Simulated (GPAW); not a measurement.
# Ni (Fm-3m) in GPAW: further runs, part 2 of 2

GPAW 26.7.0. Earlier steps stand in the parts before.

## 6. Relaxation of cell and atoms, BLYP, collinear spin, ferromagnetic start, target pressure -1 GPa, at which the enthalpy is minimised

run.py reads:

```python
from ase import Atoms
from ase.filters import FrechetCellFilter
from ase.io import write
from ase.optimize import BFGS
from ase.units import GPa
from gpaw import GPAW, PW, setup_paths

setup_paths.insert(0, '.')

atoms = Atoms(['Ni'],
              cell=[[0.0, 1.737572933, 1.737572933],
                    [1.737572933, 0.0, 1.737572933],
                    [1.737572933, 1.737572933, 0.0]],
              scaled_positions=[[0.0, 0.0, 0.0]],
              pbc=True)
atoms.set_initial_magnetic_moments([1.0])

calc = GPAW(mode=PW(600),
            xc='BLYP',
            kpts={'size': (13, 13, 13), 'gamma': True},
            occupations={'name': 'fermi-dirac', 'width': 0.05},
            nbands=17,
            convergence={'density': 1e-05, 'forces': 0.0001},
            eigensolver='davidson',
            maxiter=150,
            txt='gpaw.txt')
atoms.calc = calc
opt = BFGS(FrechetCellFilter(atoms, scalar_pressure=-1 * GPa), trajectory='relax.traj', logfile='-')
done = opt.run(fmax=0.05, steps=100)
calc.write('gs.gpw')
write('result.traj', atoms)
print('Converged:', done)
print('Cell:', atoms.cell.cellpar().round(4))
print('Volume:', round(atoms.get_volume(), 4))
print(atoms.get_scaled_positions().round(5))
```

Potentials or basis: PAW data sets generated in the run's folder for this functional, pw.

Command:

```bash
gpaw-setup -f BLYP Ni
OMP_NUM_THREADS=1 python run.py
```

gpaw.txt:

```text
__  _  _
 | _ |_)|_||  |
 |__||  | ||/\| - 26.7.0

Input parameters:
  mode=PW(ecut=600.0),
  convergence={'density': 1e-05, 'forces': 0.0001},
  eigensolver=Davidson(niter=2),
  kpts=MonkhorstPack(size=(13, 13, 13), gamma=True),
  maxiter=150,
  nbands=17,
  occupations=Occupations(name='fermi-dirac', width=0.05),
  xc=XC(name='BLYP')

Diagonalizing LCAO Hamiltonian
Converting LCAO to pw mode

       Ni

Atoms  # Å, Bohr magnetons
|   | symbol |        x |        y |        z |    initial magnetic moments |
|---|--------|----------|----------|----------|-----------------------------|
| 0 |     Ni | 0.000000 | 0.000000 | 0.000000 | ( 0.0000,  0.0000,  1.0000) |

Unit cell  # Å
| periodic |        x |        y |        z |  lengths |    angles |
|----------|----------|----------|----------|----------|-----------|
|      yes | 0.000000 | 1.737573 | 1.737573 | 2.457299 | 60.000000 |
|      yes | 1.737573 | 0.000000 | 1.737573 | 2.457299 | 60.000000 |
|      yes | 1.737573 | 1.737573 | 0.000000 | 2.457299 | 60.000000 |

Number of symmetries: 48
Symmetry operations  # r_c * U_cc + t_c -> r_c
|    | kind |            matrix            |
|----|------|------------------------------|
|  0 |  σ   |  1, 0, 0,  1, 0,-1,  1,-1, 0 |
|  1 |  C2  |  1, 0, 0,  1,-1, 0,  1, 0,-1 |
|  2 |  E   |  1, 0, 0,  0, 1, 0,  0, 0, 1 |
|  3 |  σ   |  1, 0, 0,  0, 0, 1,  0, 1, 0 |
|  4 |  C4  |  1, 0,-1,  1, 0, 0,  1,-1, 0 |
|  5 |  S6  |  1, 0,-1,  1,-1, 0,  1, 0, 0 |
|  6 |  σ   |  1, 0,-1,  0, 1,-1,  0, 0,-1 |
|  7 |  C3  |  1, 0,-1,  0, 0,-1,  0, 1,-1 |
|  8 |  S6  |  1,-1, 0,  1, 0, 0,  1, 0,-1 |
[... 149 lines left out ...]
SCF iterations
|iter     | |      energy | eigst |  dens |force |  magmom |
|---------|-|-------------|-------|-------|------|---------|
|iter:   1| |   -6.186545 | -0.08 |       |      |  +1.0009|
|iter:   2| |   -6.190872 | -1.35 | -1.36 |      |  +0.9828|
|iter:   3| |   -6.240310 | -2.62 | -1.42 |      |  +0.8061|
|iter:   4| |   -6.255262 | -3.17 | -1.70 |      |  +0.6303|
|iter:   5| |   -6.255443 | -4.93 | -3.00 |      |  +0.6292|
|iter:   6| |   -6.255577c| -5.69 | -3.23 |      |  +0.6234|
|iter:   7| |   -6.255568c| -6.63 | -3.40 |      |  +0.6224|
|iter:   8| |   -6.255575c| -7.61c| -4.04 |      |  +0.6228|
|iter:   9| |   -6.255578c| -8.37c| -4.50 |      |  +0.6229|
[... 323 lines left out ...]
|   | symbol |         x |         y |        z |    initial magnetic moments |
|---|--------|-----------|-----------|----------|-----------------------------|
| 0 |     Ni | -0.000000 | -0.000000 | 0.000000 | ( 0.0000,  0.0000,  0.6610) |

Unit cell  # Å
| periodic |         x |         y |         z |  lengths |    angles |
|----------|-----------|-----------|-----------|----------|-----------|
|      yes | -0.000000 |  1.790702 |  1.790702 | 2.532435 | 60.000000 |
|      yes |  1.790702 | -0.000000 |  1.790702 | 2.532435 | 60.000000 |
|      yes |  1.790702 |  1.790702 | -0.000000 | 2.532435 | 60.000000 |

Number of symmetries: 48
Symmetry operations  # r_c * U_cc + t_c -> r_c
|    | kind |            matrix            |
|----|------|------------------------------|
|  0 |  σ   |  1, 0, 0,  1, 0,-1,  1,-1, 0 |
|  1 |  C2  |  1, 0, 0,  1,-1, 0,  1, 0,-1 |
|  2 |  E   |  1, 0, 0,  0, 1, 0,  0, 0, 1 |
|  3 |  σ   |  1, 0, 0,  0, 0, 1,  0, 1, 0 |
|  4 |  C4  |  1, 0,-1,  1, 0, 0,  1,-1, 0 |
|  5 |  S6  |  1, 0,-1,  1,-1, 0,  1, 0, 0 |
|  6 |  σ   |  1, 0,-1,  0, 1,-1,  0, 0,-1 |
|  7 |  C3  |  1, 0,-1,  0, 0,-1,  0, 1,-1 |
|  8 |  S6  |  1,-1, 0,  1, 0, 0,  1, 0,-1 |
[... 210 lines left out ...]
No gap
No difference between direct/indirect transitions

Stress tensor  # eV/Ang^3
|        x |         y |         z |
|----------|-----------|-----------|
| 0.001044 |  0.000000 |  0.000000 |
| 0.000000 |  0.001044 | -0.000000 |
| 0.000000 | -0.000000 |  0.001044 |

Forces  # eV/Ang
|        x |       y |       z |
|----------|---------|---------|
| -0.00000 | 0.00000 | 0.00000 |  # Ni   0

Interpolating wave functions to new cell

       Ni

Atoms  # Å, Bohr magnetons
|   | symbol |         x |         y |        z |    initial magnetic moments |
|---|--------|-----------|-----------|----------|-----------------------------|
| 0 |     Ni | -0.000000 | -0.000000 | 0.000000 | ( 0.0000,  0.0000,  0.6652) |

Unit cell  # Å
| periodic |        x |         y |         z |  lengths |    angles |
|----------|----------|-----------|-----------|----------|-----------|
|      yes | 0.000000 |  1.793448 |  1.793448 | 2.536318 | 60.000000 |
|      yes | 1.793448 | -0.000000 |  1.793448 | 2.536318 | 60.000000 |
|      yes | 1.793448 |  1.793448 | -0.000000 | 2.536318 | 60.000000 |

Number of symmetries: 48
Symmetry operations  # r_c * U_cc + t_c -> r_c
|    | kind |            matrix            |
|----|------|------------------------------|
|  0 |  σ   |  1, 0, 0,  1, 0,-1,  1,-1, 0 |
|  1 |  C2  |  1, 0, 0,  1,-1, 0,  1, 0,-1 |
|  2 |  E   |  1, 0, 0,  0, 1, 0,  0, 0, 1 |
|  3 |  σ   |  1, 0, 0,  0, 0, 1,  0, 1, 0 |
|  4 |  C4  |  1, 0,-1,  1, 0, 0,  1,-1, 0 |
|  5 |  S6  |  1, 0,-1,  1,-1, 0,  1, 0, 0 |
|  6 |  σ   |  1, 0,-1,  0, 1,-1,  0, 0,-1 |
|  7 |  C3  |  1, 0,-1,  0, 0,-1,  0, 1,-1 |
|  8 |  S6  |  1,-1, 0,  1, 0, 0,  1, 0,-1 |
[... 208 lines left out ...]
No gap
No difference between direct/indirect transitions

Stress tensor  # eV/Ang^3
|         x |         y |        z |
|-----------|-----------|----------|
|  0.005958 | -0.000000 | 0.000000 |
| -0.000000 |  0.005958 | 0.000000 |
|  0.000000 |  0.000000 | 0.005958 |

Forces  # eV/Ang
|       x |       y |        z |
|---------|---------|----------|
| 0.00000 | 0.00000 | -0.00000 |  # Ni   0

# Writing to gs.gpw (mode='')
```

It took 56 s on 1 thread of Intel Xeon Platinum 8488C (Sapphire Rapids), shared host; peak memory 0.18 GiB.

Results:

| Quantity | Value |
| --- | --- |
| Free energy | -6.3162 eV |
| Relaxed volume | 11.54 Å³/atom |
| Relaxed cell | a = 2.536 Å, b = 2.536 Å, c = 2.536 Å, α = 60.00°, β = 60.00°, γ = 60.00° |
| Space group after relaxing (to 0.05 Å) | Fm-3m (No. 225) |
| Energy change on relaxing (the enthalpy is what falls) | -53.9 meV/atom |
| Ionic steps | 4 |
| Pressure after relaxing | -1.0 GPa |
| Band gap on the k mesh | none (metal or under the smearing width) |
| Net moment | 0.63 μB per cell |
| Site moments | Ni +0.67 μB |

The path:
```
step  energy change (eV)  largest force (eV/Å)  pressure (GPa)  volume (Å³)
   1              0.0000                0.0000           19.41        10.49
   2             -0.0477                0.0000            6.06        11.11
   3             -0.0541                0.0000           -0.17        11.48
   4             -0.0539                0.0000           -0.95        11.54
```

Final structure:
```
CELL_PARAMETERS angstrom
0.00000 1.79345 1.79345
1.79345 0.00000 1.79345
1.79345 1.79345 0.00000
ATOMIC_POSITIONS crystal
Ni 0.00000 0.00000 0.00000
```

Levels at points of the mesh, in eV from the Fermi level:
Spin up:
```tsv
k point	band 6	band 7	band 8	band 9	band 10	band 11
(0.00, 0.00, 0.00)	-2.35	-2.35	-1.25	-1.25	23.44	26.36
```
Spin down:
```csv
k point,band 6,band 7,band 8,band 9,band 10,band 11
"(0.00, 0.00, 0.00)",-1.60,-1.60,-0.68,-0.68,23.29,26.37
```

Caveat: each step starts from the last one's moments, so a moment once lost doesn't come back; the stock nickel data set gives pressures a few GPa off other programs; later steps reuse the first step's grids.

## 7. The runs side by side

| task | level | potentials or basis | cell | smearing | optimizer | fmax | max steps | convergence | eigensolver | gap on the mesh (eV) | pressure (GPa) | moment (μB) |
| --- | --- | --- | --- | --- | --- | --- | --- | --- | --- | --- | --- | --- |
| single point | RPBE | the program's PAW data sets (release 1.2.1) made for this functional, pw | as given | gaussian 0.05 eV | - | - | - | - | - | none | 17.0 | 0.64 |
| single point | RPBE | the program's PAW data sets (release 1.2.1) made for this functional, pw | as given | gaussian 0.02 eV | - | - | - | - | - | none | 17.0 | 0.64 |
| single point | LDA | the program's PAW data sets (release 1.2.1) made for this functional, pw | as given | gaussian 0.02 eV | - | - | - | - | - | none | -8.4 | 0.62 |
| relaxation of cell and atoms | revPBE | the program's PAW data sets (release 1.2.1) made for this functional, pw | relaxed | fermi-dirac 0.05 eV | FIRE | 0.02 eV/Å | 40 | density=1e-05 forces=0.0001 | - | none | -0.2 | 0.64 |
| relaxation of cell and atoms | BLYP | PAW data sets generated in the run's folder for this functional, pw | relaxed to -1 GPa | fermi-dirac 0.05 eV | BFGS | 0.05 eV/Å | 100 | density=1e-05 forces=0.0001 | davidson | none | -1.0 | 0.63 |

Alike in all rows: spin collinear, ferromagnetic start; k mesh 13 × 13 × 13; cutoff (eV) 600.

Caveats: the stock nickel data set gives pressures a few GPa off other programs; so large a pressure means that the cell lies far from this level's equilibrium, or that cutoff or potentials fall short (some runs); each step starts from the last one's moments, so a moment once lost doesn't come back (some runs); later steps reuse the first step's grids (some runs).

Absolute energies hang on the potentials; compare differences alone.
